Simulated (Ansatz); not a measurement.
# HfO2 (P4_2/mnm) in Ansatz: notebook

Runs on HfO2. Level: PBE. Tasks: single point.

All numbers are computed with Ansatz 0.2.0; they aren't measurements. Logs are shortened: lines on timing, memory, paths and dates and some standing lists are left out, and cuts for length are marked.

### 1 Starting point

The structure is tetragonal, space group P4_2/mnm (No. 136). Conventional cell: a = 4.814 Å, b = 4.814 Å, c = 3.205 Å, α = 90.00°, β = 90.00°, γ = 90.00°. Hf (site symmetry mmm) is surrounded by 6 O at 2.08 Å. Around O (site symmetry m2m) lie 3 Hf at 2.08 Å.

Measurements of this composition are mostly on another form, of space group No. 14.

### 2 Single point, PBE, 11.64 Å³/atom (volume scaled by 0.94)

File input.yaml:

```yaml
crystal:
  lattice:
    - [4.7152700508, 0.0, 0.0]
    - [0.0, 4.7152700508, 0.0]
    - [0.0, 0.0, 3.1399804083]
  atoms:
    - { symbol: Hf, position: [0.5, 0.5, 0.5] }
    - { symbol: Hf, position: [0.0, 0.0, 0.0] }
    - { symbol: O, position: [0.80504488, 0.19495512, 0.5] }
    - { symbol: O, position: [0.69495512, 0.69495512, 0.0] }
    - { symbol: O, position: [0.30504488, 0.30504488, 0.0] }
    - { symbol: O, position: [0.19495512, 0.80504488, 0.5] }
kpoints:
  mp_grid: { grid: [6, 6, 8] }
scf:
  occupations: { method: fermi_dirac, width: 0.05 }
hamiltonian:
  xc: pbe
  pseudopotentials: { kind: all_electron, lapw: { basis_error: 0.001 } }
output:
  forces: true
  stress: true
  eigenvalues: true
```

Potentials or basis: all-electron LAPW, scalar-relativistic.

On the command line:

```sh
ansatz run input.yaml --threads 4 --pin off --max-ram 12288MiB --backend cpu --events-out ev --progress --plain --runs-dir out
```

Standard output:

```text
Warning: RAYON_NUM_THREADS=4 ignored (pool sized by the plan → 4); use --threads N
LAPW: plane waves up to 10.873 Å⁻¹, error target 1.0e-3 eV per atom; small_component_spin mean_spin; O in spheres of 0.865 Å, 8 of its electrons in bands, Dirac shells []; Hf in spheres of 1.170 Å, 44 of its electrons in bands, Dirac shells [] (how accurate: hamiltonian.pseudopotentials.lapw.basis_error, Limitations)
Engine: ansatz 0.2.0, aarch64-unknown-linux-gnu
Pseudopotentials: kind: all_electron
Pseudopotential: Hf, LAPW, valence charge 44, lapw/all_electron/scalar/gaussian/Hf, Koelling and Harmon's equation, gaussian nucleus
Pseudopotential: O, LAPW, valence charge 8, lapw/all_electron/scalar/gaussian/O, Koelling and Harmon's equation, gaussian nucleus
Functional definition: PBE
  parameter kappa = 0.804
  parameter beta = 0.06672455060314922
  exchange = pbe_x(kappa = kappa, mu = beta*pi^2/3)
  correlation = pbe_c(beta = beta)
Crystal: 6 atoms, lattice volume = 69.814 Å³
Basis set: ecut = 450.4198335653496 eV, 1519 PW (Γ), exchange–correlation at level 2
Bands: 72, of which v1, the nominal top of the filled ones, is band 60 counted from 1 (59 counted from 0)
Symmetry: 16 space group operations
Space group: P42/mnm (ITA 136), of the structure as read, at distance tolerance 4.1e-5 Å
k-points: 50 of 288
Non-local potential: Hf, projectors of the file, none
Non-local potential: O, projectors of the file, none
Initial density: superposition of atomic densities (chi_scale 0.1, normalization cell, long waves kept (reshape's long-wave potential 0.00 eV rms))
Initial wavefunctions: plane waves of lowest kinetic energy (no species holds an atomic orbital)
Functional: x = pbe(κ = 0.804, μ = 0.2195149727645171), c = pbe(β = 0.06672455060314922)
iter 1 solved again at ethr=1.41e-2 eV; its pass at ethr=1.00e-1 eV (dr2=1.69e1 eV) is discarded
SCF iter   1: F=—  HF=-828712.231674 eV  |F-HF|=—  |Δ(HF+E_count)|=         —  Δρ=1.51e-1  dr2=1.69e1  ethr=1.41e-2  ⟨swp⟩=2.0  Hψ=22686  notcnv=0
preconditioner: auto → Resta (q_TF=auto, 2.986 Å⁻¹)  ε∞=4.6  [insulator: Δε(μ)=7.371 eV  Ē_g=19.968 eV  σ=0.050 eV  W_gap=1.00  n_scr=38 (ndim 8)  ℏωp=37.7 eV  f_vac=0.075  D(μ)=0.00/eV (n_scr^D=0)  ε∞_Penn≈4.6]
iter 2 solved again at ethr=3.45e-4 eV; its pass at ethr=1.41e-2 eV (dr2=4.14e-1 eV) is discarded
SCF iter   2: F=—  HF=-828704.444808 eV  |F-HF|=—  |Δ(HF+E_count)|=    7.79e0  Δρ=3.04e-2  dr2=4.13e-1  ethr=3.45e-4  ⟨swp⟩=2.0  Hψ=18003  notcnv=0
SCF iter   3: F=—  HF=-828704.241113 eV  |F-HF|=—  |Δ(HF+E_count)|=         —  Δρ=3.36e-2  dr2=9.03e-1  ethr=3.44e-4  ⟨swp⟩=3.0  Hψ=11364  notcnv=0
the basis was enlarged: its passes take 681.6 KiB over the memory plan, 4 of 4 planned eigensolver slots
SCF iter   4: F=—  HF=-828704.432816 eV  |F-HF|=—  |Δ(HF+E_count)|=   1.92e-1  Δρ=7.67e-3  dr2=4.32e-2  ethr=3.44e-4  ⟨swp⟩=2.0  Hψ=10832  notcnv=0
SCF iter   5: F=—  HF=-828704.200344 eV  |F-HF|=—  |Δ(HF+E_count)|=   2.32e-1  Δρ=4.53e-3  dr2=1.09e-2  ethr=3.60e-5  ⟨swp⟩=3.0  Hψ=11205  notcnv=0
SCF iter   6: F=—  HF=-828704.198731 eV  |F-HF|=—  |Δ(HF+E_count)|=   1.61e-3  Δρ=2.46e-3  dr2=5.07e-3  ethr=9.09e-6  ⟨swp⟩=3.0  Hψ=11531  notcnv=0
SCF iter   7: F=—  HF=-828704.197888 eV  |F-HF|=—  |Δ(HF+E_count)|=   8.43e-4  Δρ=6.96e-4  dr2=4.25e-4  ethr=4.22e-6  ⟨swp⟩=2.0  Hψ=10398  notcnv=0
SCF iter   8: F=—  HF=-828704.198062 eV  |F-HF|=—  |Δ(HF+E_count)|=   1.74e-4  Δρ=1.22e-4  dr2=1.66e-5  ethr=3.55e-7  ⟨swp⟩=3.0  Hψ=10965  notcnv=0
SCF iter   9: F=—  HF=-828704.198080 eV  |F-HF|=—  |Δ(HF+E_count)|=   1.78e-5  Δρ=4.00e-5  dr2=1.85e-6  ethr=1.38e-8  ⟨swp⟩=3.0  Hψ=11182  notcnv=0
SCF iter  10: F=-828704.198080 eV  HF=-828704.198080 eV  |F-HF|=9.08e-9  |Δ(HF+E_count)|=   3.64e-7  Δρ=8.10e-6  dr2=5.09e-8  ethr=1.54e-9  ⟨swp⟩=3.0  Hψ=10599  notcnv=0
SCF 1 converged in 10 iterations: F = -828704.198080 eV  dr2 = 5.09e-8
SCF converged after 10 iterations
Free energy (F): -828704.198080 eV
Harris-Foulkes:  -828704.198080 eV  (|F-HF|=9.08e-9)
Internal energy: -828704.198080 eV  (E = F + TS)
E sigma→0 (E₀):  -828704.198080 eV
Fermi energy:    16.120846 eV
--- Per-component energies (eV) ---
  E_band       = -13859.345795
  E_kinetic    = 921183.055875
  E_xc         = -17771.104001
  E_electrostatic = -1732116.149954  (all electrons and nuclei)
  E_smearing   = -0.000000  (= −TS)
  E_closure    = 0.000000  (closes the sum)
  E_atoms      = -828649.456073  (free atoms, spherical and without spin; not in F)
  Σ components = -828704.198080   (vs F -828704.198080, Δ=0.00e0)
  Basis errors (estimates in eV, not in F): energy 4.6e-4 per atom: plane waves 4.1e-4 (2.5e-4 summed), levels above the bands 8.7e-93, relativity 1.4e-7, radial functions 4.3e-5, core shells 1.1e-11; eigenvalues (radial functions only) 1.0e-5; not estimated: angular momenta, meshes, grids; target (lapw.basis_error) 1.0e-3; muffin-tin radii O 0.865 Å, Hf 1.170 Å
--- Forces (eV/Å), atoms counted from 1 ---
  atom   1  Hf     0.00000000     0.00000000     0.00000000
  atom   2  Hf     0.00000000    -0.00000000     0.00000000
  atom   3  O     -0.21588114     0.21588114     0.00000000
  atom   4  O      0.21588114     0.21588114     0.00000000
  atom   5  O     -0.21588114    -0.21588114     0.00000000
  atom   6  O      0.21588114    -0.21588114     0.00000000
  max |Σ_I F_I| component: 1.11e-16 eV/Å
--- Stress (GPa, compression-positive) ---
       24.171483       0.000000       0.000000
        0.000000      24.171483       0.000000
        0.000000       0.000000      30.060996
  P = ⅓ Tr σ = 26.1347 GPa (261.347 kbar)
--- Band table (eV; the first three rows and the last of 50) ---
  k-point 0: bands = ["-490.5486", "-490.5486", "-489.6869", "-489.6869", "-489.6869", "-489.6869", "-357.2909", "-357.2909", "-357.2729", "-357.2729", "-357.2723", "-357.2723", "-185.1758", "-185.1758", "-185.1703", "-185.1703", "-185.1569", "-185.1569", "-185.1470", "-185.1470", "-185.1371", "-185.1371", "-45.9354", "-45.9206", "-15.0982", "-15.0982", "-14.7018", "-14.7018", "-14.5628", "-14.4804", "-3.9448", "-3.1150", "-1.7135", "-1.7135", "4.1945", "4.1945", "4.2047", "4.2553", "4.2578", "4.2578", "4.2696", "4.2696", "4.2923", "4.3016", "4.3179", "4.3263", "4.4262", "4.4262", "8.2415", "8.6532", "9.2656", "10.2298", "10.2298", "12.1709", "12.1709", "12.4687", "13.4061", "13.6507", "13.6507", "13.9721", "18.2500", "18.4011", "19.6075", "20.0015", "20.0015", "20.9086", "22.5488", "23.1941", "24.9197", "24.9197", "26.1959", "26.1959"]
  k-point 1: bands = ["-490.5486", "-490.5486", "-489.6869", "-489.6869", "-489.6869", "-489.6869", "-357.2909", "-357.2909", "-357.2729", "-357.2729", "-357.2723", "-357.2723", "-185.1758", "-185.1758", "-185.1703", "-185.1703", "-185.1569", "-185.1569", "-185.1470", "-185.1470", "-185.1371", "-185.1371", "-45.9306", "-45.9169", "-15.0634", "-15.0634", "-14.6987", "-14.6987", "-14.6884", "-14.6163", "-3.7203", "-2.9455", "-1.8506", "-1.8506", "4.2009", "4.2009", "4.2109", "4.2547", "4.2602", "4.2602", "4.2709", "4.2709", "4.2885", "4.2956", "4.3127", "4.3142", "4.4076", "4.4076", "8.5318", "8.8767", "9.4409", "10.2331", "10.2331", "11.9800", "12.3478", "12.3478", "12.8272", "13.4554", "13.4554", "13.8591", "18.5955", "18.9179", "19.4762", "19.9419", "19.9419", "21.2856", "22.3049", "23.5045", "25.1773", "25.1773", "26.5259", "26.5259"]
  k-point 2: bands = ["-490.5486", "-490.5486", "-489.6869", "-489.6869", "-489.6869", "-489.6869", "-357.2909", "-357.2909", "-357.2729", "-357.2729", "-357.2723", "-357.2723", "-185.1758", "-185.1758", "-185.1703", "-185.1703", "-185.1569", "-185.1569", "-185.1470", "-185.1470", "-185.1371", "-185.1371", "-45.9187", "-45.9082", "-14.9763", "-14.9737", "-14.9737", "-14.9274", "-14.6959", "-14.6959", "-3.1750", "-2.5650", "-2.1742", "-2.1742", "4.2184", "4.2184", "4.2335", "4.2482", "4.2637", "4.2637", "4.2763", "4.2763", "4.2790", "4.2821", "4.2835", "4.3186", "4.3662", "4.3662", "9.2894", "9.4100", "9.9496", "10.3179", "10.3179", "10.9864", "11.7429", "12.5883", "12.5883", "13.0410", "13.0410", "13.4507", "19.2708", "19.3056", "19.8712", "20.0382", "20.0382", "21.6595", "22.2945", "24.2416", "25.2476", "25.2476", "27.2178", "27.8063"]
  k-point 49: bands = ["-490.5486", "-490.5486", "-489.6869", "-489.6869", "-489.6869", "-489.6869", "-357.2909", "-357.2909", "-357.2729", "-357.2729", "-357.2723", "-357.2723", "-185.1758", "-185.1758", "-185.1703", "-185.1703", "-185.1569", "-185.1569", "-185.1470", "-185.1470", "-185.1371", "-185.1371", "-45.8988", "-45.8988", "-15.3400", "-15.3400", "-14.8084", "-14.8084", "-14.7384", "-14.7384", "-2.6805", "-2.6805", "-2.1443", "-2.1443", "4.2452", "4.2452", "4.2599", "4.2599", "4.2668", "4.2668", "4.2690", "4.2690", "4.2755", "4.2755", "4.3091", "4.3091", "4.3242", "4.3242", "9.7322", "9.7322", "9.8154", "9.8154", "10.8306", "10.8306", "12.0303", "12.0303", "12.8259", "12.8259", "13.5625", "13.5625", "19.4625", "19.4625", "20.2823", "20.2823", "20.9493", "20.9493", "23.9252", "23.9252", "25.2778", "25.2778", "26.0576", "26.0576"]
```

Run time: 45 s. Hardware: 4 threads of Arm Neoverse V1, shared host; peak memory 1.1 GiB.

What came out:

* Free energy: -828704.1981 eV
* Pressure: 26.1 GPa
* Largest force: 0.305 eV/Å
* Band gap on the k mesh: 4.28 eV, direct

Caveat: spin-orbit coupling is left out, which moves the levels of the heavy elements.

### 3 Single point, PBE, 11.88 Å³/atom (volume scaled by 0.96)

Changes to input.yaml since step 2:

```diff
@@ -2,5 +2,5 @@
   lattice:
-    - [4.7152700508, 0.0, 0.0]
-    - [0.0, 4.7152700508, 0.0]
-    - [0.0, 0.0, 3.1399804083]
+    - [4.7484772721, 0.0, 0.0]
+    - [0.0, 4.7484772721, 0.0]
+    - [0.0, 0.0, 3.162093675]
   atoms:
```

Potentials or basis: all-electron LAPW, scalar-relativistic.

On the command line:

```sh
ansatz run input.yaml --threads 4 --pin off --max-ram 12288MiB --backend cpu --events-out ev --progress --plain --runs-dir out
```

Run time: 46 s. Hardware: 4 threads of Arm Neoverse V1, shared host; peak memory 1.1 GiB.

It converged, with:

```
Free energy            : -828704.4100 eV
Pressure               : 19.7 GPa
Largest force          : 0.225 eV/Å
Band gap on the k mesh : 4.19 eV, direct
```

Caveat: spin-orbit coupling is left out, which moves the levels of the heavy elements.

### 4 Single point, PBE, 12.13 Å³/atom (volume scaled by 0.98)

Changes to input.yaml since step 3:

```diff
@@ -2,5 +2,5 @@
   lattice:
-    - [4.7484772721, 0.0, 0.0]
-    - [0.0, 4.7484772721, 0.0]
-    - [0.0, 0.0, 3.162093675]
+    - [4.781226426, 0.0, 0.0]
+    - [0.0, 4.781226426, 0.0]
+    - [0.0, 0.0, 3.1839019067]
   atoms:
```

On the command line:

```sh
ansatz run input.yaml --threads 4 --pin off --max-ram 12288MiB --backend cpu --events-out ev --progress --plain --runs-dir out
```

It took 45 s on 4 threads of Arm Neoverse V1, shared host; peak memory 1.1 GiB.

It converged, with:

```
Free energy            : -828704.5650 eV
Pressure               : 13.9 GPa
Largest force          : 0.150 eV/Å
Band gap on the k mesh : 4.11 eV, direct
```

Caveat: spin-orbit coupling is left out, which moves the levels of the heavy elements.

### 5 Single point, PBE, 12.38 Å³/atom

Changes to input.yaml since step 4:

```diff
@@ -2,5 +2,5 @@
   lattice:
-    - [4.781226426, 0.0, 0.0]
-    - [0.0, 4.781226426, 0.0]
-    - [0.0, 0.0, 3.1839019067]
+    - [4.81353299, 0.0, 0.0]
+    - [0.0, 4.81353299, 0.0]
+    - [0.0, 0.0, 3.20541541]
   atoms:
```

On the command line:

```sh
ansatz run input.yaml --threads 4 --pin off --max-ram 12288MiB --backend cpu --events-out ev --progress --plain --runs-dir out
```

Run time: 48 s. Hardware: 4 threads of Arm Neoverse V1, shared host; peak memory 1.1 GiB.

It converged, with:

```yaml
Free_energy: -828704.6687 eV
Pressure: 8.6 GPa
Largest_force: 0.080 eV/Å
Band_gap_on_the_k_mesh: 4.04 eV, direct
```

Caveat: spin-orbit coupling is left out, which moves the levels of the heavy elements.

### 6 Single point, PBE, 12.63 Å³/atom (volume scaled by 1.02)

Changes to input.yaml since step 5:

```diff
@@ -2,5 +2,5 @@
   lattice:
-    - [4.81353299, 0.0, 0.0]
-    - [0.0, 4.81353299, 0.0]
-    - [0.0, 0.0, 3.20541541]
+    - [4.845411621, 0.0, 0.0]
+    - [0.0, 4.845411621, 0.0]
+    - [0.0, 0.0, 3.2266439453]
   atoms:
```

Potentials or basis: all-electron LAPW, scalar-relativistic.

On the command line:

```sh
ansatz run input.yaml --threads 4 --pin off --max-ram 12288MiB --backend cpu --events-out ev --progress --plain --runs-dir out
```

Run time: 47 s. Hardware: 4 threads of Arm Neoverse V1, shared host; peak memory 1.1 GiB.

The run converged. Its results:

```yaml
Free_energy: -828704.7261 eV
Pressure: 3.8 GPa
Largest_force: 0.015 eV/Å
Band_gap_on_the_k_mesh: 3.96 eV, direct
```

Caveat: spin-orbit coupling is left out, which moves the levels of the heavy elements.

### 7 Single point, PBE, 12.87 Å³/atom (volume scaled by 1.04)

Changes to input.yaml since step 6:

```diff
@@ -2,5 +2,5 @@
   lattice:
-    - [4.845411621, 0.0, 0.0]
-    - [0.0, 4.845411621, 0.0]
-    - [0.0, 0.0, 3.2266439453]
+    - [4.8768762144, 0.0, 0.0]
+    - [0.0, 4.8768762144, 0.0]
+    - [0.0, 0.0, 3.2475967658]
   atoms:
```

On the command line:

```sh
ansatz run input.yaml --threads 4 --pin off --max-ram 12288MiB --backend cpu --events-out ev --progress --plain --runs-dir out
```

Run time: 48 s. Hardware: 4 threads of Arm Neoverse V1, shared host; peak memory 1.1 GiB.

It converged, with:

```
Free energy            : -828704.7414 eV
Pressure               : -0.5 GPa
Largest force          : 0.045 eV/Å
Band gap on the k mesh : 3.89 eV, direct
```

Caveat: spin-orbit coupling is left out, which moves the levels of the heavy elements.

### 8 Single point, PBE, 13.12 Å³/atom (volume scaled by 1.06)

Changes to input.yaml since step 7:

```diff
@@ -2,5 +2,5 @@
   lattice:
-    - [4.8768762144, 0.0, 0.0]
-    - [0.0, 4.8768762144, 0.0]
-    - [0.0, 0.0, 3.2475967658]
+    - [4.9079399578, 0.0, 0.0]
+    - [0.0, 4.9079399578, 0.0]
+    - [0.0, 0.0, 3.2682826532]
   atoms:
```

On the command line:

```sh
ansatz run input.yaml --threads 4 --pin off --max-ram 12288MiB --backend cpu --events-out ev --progress --plain --runs-dir out
```

Wall time 48 s (4 threads of Arm Neoverse V1, shared host); peak memory 1.1 GiB.

Results (log left out):

```
Free energy            : -828704.7189 eV
Pressure               : -4.3 GPa
Largest force          : 0.102 eV/Å
Band gap on the k mesh : 3.81 eV, direct
```

Caveat: spin-orbit coupling is left out, which moves the levels of the heavy elements.

### 9 The reference run

An earlier run on the cell as given: functional PBE; potentials or basis all-electron LAPW, scalar-relativistic; cutoff 430 eV (chosen from the basis error); basis error allowed 0.001 eV/atom; k mesh 6 × 6 × 8; occupations fermi-dirac, width 0.05 eV; no spin polarisation.

* Pressure: 8.6 GPa
* Largest force: 0.080 eV/Å
* Band gap on the k mesh: 4.04 eV, direct
* Loewdin charges: Hf +1.44; O -0.68 e
